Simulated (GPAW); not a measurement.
# PbS (Cmcm) in GPAW: equation of state

Aim: energy against volume of PbS in PBEsol, for its equilibrium volume and stiffness.

Program: GPAW 26.7.0. These are calculated values, not measurements. Logs are shortened: lines on timing, memory, paths and dates and some standing lists are left out, and cuts for length are marked. The log counts tension as positive stress, the text compression.

## 1. Starting point

The structure is orthorhombic, space group Cmcm (No. 63). Conventional cell: a = 4.160 Å, b = 11.983 Å, c = 4.279 Å, α = 90.00°, β = 90.00°, γ = 90.00°. Pb (site symmetry m2m) is surrounded by 5 S at 2.69 to 2.99 Å. S (site symmetry m2m) is surrounded by 5 Pb at 2.69 to 2.99 Å.

Measurements of this composition are mostly on another form, of space group No. 225.

## 2. Equation of state, PBEsol

Contents of run.py:

```python
from ase import Atoms
from ase.eos import EquationOfState
from ase.io import Trajectory
from ase.units import GPa
from ase.parallel import parprint
from gpaw import GPAW, PW, setup_paths

setup_paths.insert(0, '.')

atoms = Atoms(['Pb', 'Pb', 'S', 'S'],
              cell=[[2.079952695, -5.991296865, 0.0],
                    [2.079952695, 5.991296865, 0.0],
                    [0.0, 0.0, 4.27932094]],
              scaled_positions=[[0.13056335, 0.86943665, 0.25],
                                [0.86943665, 0.13056335, 0.75],
                                [0.35479709, 0.64520291, 0.25],
                                [0.64520291, 0.35479709, 0.75]],
              pbc=True)

traj = Trajectory('eos.traj', 'w')
volumes, energies = [], []
for x in [0.94, 0.96, 0.98, 1.0, 1.02, 1.04, 1.06]:
    a = atoms.copy()
    a.set_cell(atoms.cell * x**(1 / 3), scale_atoms=True)
    calc = GPAW(mode=PW(600),
                xc='PBEsol',
                kpts={'size': (7, 7, 6), 'gamma': True},
                occupations={'name': 'fermi-dirac', 'width': 0.05},
                nbands=33,
                convergence={'density': 1e-05, 'energy': 1e-05},
                maxiter=150,
                txt=f'eos-{x:.2f}.txt')
    a.calc = calc
    energies.append(a.get_potential_energy(force_consistent=True))
    volumes.append(a.get_volume())
    p = -a.get_stress()[:3].mean() / GPa
    calc.write(f'eos-{x:.2f}.gpw')
    traj.write(a)
    parprint(f'{x:.2f} {volumes[-1]:10.4f} A^3 {energies[-1]:14.6f} eV {p:9.3f} GPa', flush=True)

v0, e0, B = EquationOfState(volumes, energies, eos='birchmurnaghan').fit()
parprint(f'V0 = {v0:.4f} A^3, E0 = {e0:.6f} eV, B0 = {B / GPa:.2f} GPa')
```

Potentials or basis: PAW data sets generated in the run's folder for this functional, pw.

Launch:

```bash
$ gpaw-setup -f PBEsol Pb S
$ OMP_NUM_THREADS=1 mpirun -n 4 gpaw python run.py
```

Standard output:

```text
__  _  _
 | _ |_)|_||  |
 |__||  | ||/\| - 26.7.0

Input parameters:
  mode=PW(ecut=600.0),
  convergence={'density': 1e-05, 'energy': 1e-05},
  kpts=MonkhorstPack(size=(7, 7, 6), gamma=True),
  maxiter=150,
  nbands=33,
  occupations=Occupations(name='fermi-dirac', width=0.05),
  xc=XC(name='PBEsol')

Diagonalizing LCAO Hamiltonian
Converting LCAO to pw mode

             Pb
         S
           S
       Pb

Atoms  # Å, Bohr magnetons
|   | symbol |        x |         y |        z |    initial magnetic moments |
|---|--------|----------|-----------|----------|-----------------------------|
| 0 |     Pb | 2.037493 |  4.336441 | 1.047991 | ( 0.0000,  0.0000,  0.0000) |
| 1 |     Pb | 2.037493 | -4.336441 | 3.143973 | ( 0.0000,  0.0000,  0.0000) |
| 2 |      S | 2.037493 |  1.704389 | 1.047991 | ( 0.0000,  0.0000,  0.0000) |
| 3 |      S | 2.037493 | -1.704389 | 3.143973 | ( 0.0000,  0.0000,  0.0000) |

Unit cell  # Å
| periodic |        x |         y |        z |  lengths |     angles |
|----------|----------|-----------|----------|----------|------------|
|      yes | 2.037493 | -5.868991 | 0.000000 | 6.212603 |  90.000000 |
|      yes | 2.037493 |  5.868991 | 0.000000 | 6.212603 |  90.000000 |
|      yes | 0.000000 |  0.000000 | 4.191963 | 4.191963 | 141.709848 |

Number of symmetries: 4
Symmetry operations  # r_c * U_cc + t_c -> r_c
|   | kind |            matrix            |
|---|------|------------------------------|
| 0 |  E   |  1, 0, 0,  0, 1, 0,  0, 0, 1 |
| 1 |  C2  |  0, 1, 0,  1, 0, 0,  0, 0,-1 |
| 2 |  σ   |  0,-1, 0, -1, 0, 0,  0, 0, 1 |
| 3 |  i   | -1, 0, 0,  0,-1, 0,  0, 0,-1 |

BZ-sampling:
  Number of BZ points: 294
  Number of IBZ points: 88

  Monkhorst-Pack size: [7, 7, 6]
  Monkhorst-Pack shift: [0.0, 0.0, 0.08333333333333333]

K-points  # in reciprocal-cell coordinates
|     |                                coordinates |     weight |
|-----|--------------------------------------------|------------|
|   0 | (  0.00000000,   0.00000000,   0.00000000) | 0.00340136 |
|   1 | (  0.00000000,   0.00000000,   0.16666667) | 0.00680272 |
|   2 | (  0.00000000,   0.00000000,   0.33333333) | 0.00680272 |
|   3 | (  0.00000000,   0.00000000,   0.50000000) | 0.00340136 |
|   4 | (  0.14285714,  -0.14285714,  -0.33333333) | 0.00680272 |
|   5 | (  0.14285714,  -0.14285714,  -0.16666667) | 0.00680272 |
|   6 | (  0.14285714,  -0.14285714,   0.00000000) | 0.00680272 |
|   7 | (  0.14285714,  -0.14285714,   0.16666667) | 0.00680272 |
|   8 | (  0.14285714,  -0.14285714,   0.33333333) | 0.00680272 |
|   9 | (  0.14285714,  -0.14285714,   0.50000000) | 0.00680272 |
| ... |                                            |            |
|  87 | (  0.42857143,   0.42857143,   0.50000000) | 0.00680272 |

Plane wave coefficients: 3378
Cutoff: 600.0 eV

Spin-components: 1 (collinear spins)
Bands:           33
Projectors:      22
Spin-degeneracy: 2
Datatype:        complex128

Parallelization:
  kpt:    4
  domain: 1
  band:   1

Density:
  Valence electrons: 40.0
  Components: 1
  Grid points: [36 36 24]
  Charge: 0.0  # |e|

Potential:
  Grid points: [36 36 24]

species:
  Pb:
    name:    Lead
    Z:       82.0
    valence: 14
    core:    68
    charge:  0.0  # [|e|]
    compensation charges:
      type: gauss
      rc: 0.38  # [Å]
      lmax: 2
    cutoffs:
      filter: 2.36  # [Å]
      core: 2.43  # [Å]
    projectors
    | kind |    occ | energy [eV] | rcut [Å] |
    |------|--------|-------------|----------|
    |   6s |  2.000 |     -12.024 |    1.259 |
    |   6p |  2.000 |      -3.525 |    1.275 |
    |   5d | 10.000 |     -21.194 |    1.217 |
    |    s |        |      15.187 |    1.259 |
    |    p |        |      23.686 |    1.275 |
    |    d |        |       6.017 |    1.217 |

    Using partial waves for Pb as LCAO basis

  S:
    name:    Sulfur
    Z:       16.0
    valence: 6
    core:    10
    charge:  0.0  # [|e|]
    compensation charges:
      type: gauss
      rc: 0.24  # [Å]
      lmax: 2
    cutoffs:
      filter: 1.77  # [Å]
      core: 1.66  # [Å]
    projectors
    | kind |    occ | energy [eV] | rcut [Å] |
    |------|--------|-------------|----------|
    |   3s |  2.000 |     -17.192 |    0.974 |
    |   3p |  4.000 |      -6.978 |    0.979 |
    |    s |        |      10.020 |    0.974 |
    |    p |        |      20.234 |    0.979 |
    |    d |        |       0.000 |    0.900 |

    Using partial waves for S as LCAO basis

Reference energy: -1155926.387181  # eV

eigensolver:
[... 26 lines left out ...]
convergence criteria:
- Maximum integral of absolute [dens]ity change: 1e-05 electrons / valence electron
- Maximum [total energy] change in last 3 cyles: 1e-05 eV / valence electron
- Maximum integral of absolute [eigenst]ate change: 4e-08 eV^2 / valence electron
maximum number of iterations: 150

SCF iterations
|iter     | |      energy | eigst |  dens |
|---------|-|-------------|-------|-------|
|iter:   1| |  -19.941860 | +0.05 |       |
|iter:   2| |  -19.778857 | -1.65 | -1.20 |
|iter:   3| |  -19.216657 | -1.64 | -1.25 |
|iter:   4| |  -19.210625 | -2.67 | -1.81 |
|iter:   5| |  -19.208453 | -3.38 | -2.19 |
|iter:   6| |  -19.208206 | -4.27 | -2.52 |
|iter:   7| |  -19.208223c| -5.67 | -3.40 |
|iter:   8| |  -19.208225c| -6.74 | -3.94 |
|iter:   9| |  -19.208225c| -7.81c| -4.59 |
|iter:  10| |  -19.208225c| -8.34c| -5.25c|

Converged in 10 steps
Energy contributions relative to reference atoms: (reference = -1155926.387181)

Energy contributions:
  Kinetic:          35.889307
  Coulomb:         -35.885710
  Zero:              0.034864
  External:          0.000000
  Xc:              -19.246686
  Entropy:          -0.000001
  Spinorbit:         0.000000
  ----------------------------
  Free energy:     -19.208226
  Extrapolated:    -19.208225

dipole moment: (0.000007, 0.000000, 0.000007)  # |e|*Ang

Fermi level: 6.487
Eigenvalues  # (at kpt = [0.000, 0.000, 0.000])
| band index |      eig [eV] | occ [0-2] |
|------------|---------------|-----------|
|          0 |       -10.479 |     2.000 |
|        ... |               |           |
|         12 |        -0.873 |     2.000 |
|         13 |         0.270 |     2.000 |
|         14 |         1.292 |     2.000 |
|         15 |         2.648 |     2.000 |
|         16 |         3.257 |     2.000 |
|         17 |         4.050 |     2.000 |
[... 8 lines left out ...]
|         26 |        12.229 |     0.000 |
|         27 |        12.812 |     0.000 |
|        ... |               |           |
|         32 |        16.393 |     0.000 |

Gap: 0.982 eV
Transition (v -> c):
  (s=0, k=52, n=19, [0.43, -0.43, 0.33]) -> (s=0, k=84, n=20, [0.43, 0.43, 0.00])
Direct/indirect transitions are different
Direct gap: 1.267 eV
Transition at: (s=0, k=52, n=19, [0.43, -0.43, 0.33])

Stress tensor  # eV/Ang^3
|         x |         y |         z |
|-----------|-----------|-----------|
| -0.008656 |  0.000000 |  0.000000 |
|  0.000000 | -0.010344 | -0.000000 |
|  0.000000 | -0.000000 | -0.007023 |

# Writing to eos-0.94.gpw (mode='')
```

It took 6.2 min on 4 MPI ranks of Arm Neoverse V2, shared host; peak memory 0.52 GiB.

Results:

| Quantity | Value |
| --- | --- |
| Equilibrium volume | 25.66 Å³/atom |
| Bulk modulus at fixed shape and positions | 58 GPa |
| Pressure derivative of the bulk modulus | 4.5 |

Energy against volume, from the lowest point:
| volume (Å³/atom) | energy (meV/atom) |
| --- | --- |
| 25.064 | 2.57 |
| 25.597 | 0.00 |
| 26.130 | 1.53 |
| 26.664 | 6.69 |
| 27.197 | 15.16 |
| 27.730 | 26.51 |
| 28.263 | 40.47 |

Caveat: the cell was scaled at fixed shape and fractional positions, which overstates the stiffness of a crystal with free parameters, most of all of layers and chains; the program warned that so skewed a cell can give wrong results.
